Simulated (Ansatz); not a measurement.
GeO₂ in space group P3_121 (No. 152; Ge on 3a, O on 6c), PBEsol in the plane-wave PAW code Ansatz. The conduction-band minimum lies at Γ, with 1 equivalent valley. Second derivatives d²E/dk² of the lowest band at one valley (eV·Å²), along Cartesian directions:…

```csv
direction,d²E/dk²
[100],18.18
[010],18.18
[001],20.46
[110],18.18
[101],19.32
[011],19.32
```

Problem. Find the principal effective masses, the density-of-states mass and the conductivity mass.

Solution. Off-diagonal terms follow from H_xy = H[110] − (H_xx + H_yy)/2, and m*/mₑ = 7.620 eV·Å² over each eigenvalue: 0.37, 0.42, 0.42. One valley's DOS mass (m₁m₂m₃)^(1/3) = 0.40, conductivity mass 3/(Σ 1/mᵢ) = 0.40 mₑ.

Problem. What effective density of states Nc follows at 300 K for parabolic valleys?

Solution. Nc = 2.509e19 × 1 × (0.40)^(3/2) ≈ 6.3e18 cm⁻³.

Problem. With the computed static dielectric constant 6.42 (mean of the diagonal), estimate a hydrogenic donor's binding energy and radius.

Solution. E = 13.606 eV × 0.40/6.42² ≈ 130 meV; a = 0.529 Å × ε/m* ≈ 8.5 Å. Semilocal masses tend to be too small where the gap is.

The PBEsol relaxation kept the symmetry of its start; of distortions, only those at the zone centre were tested. Scalar-relativistic: spin–orbit coupling is off unless named, which matters more the heavier the elements.

Potentials: the later of the program's two PAW sets.
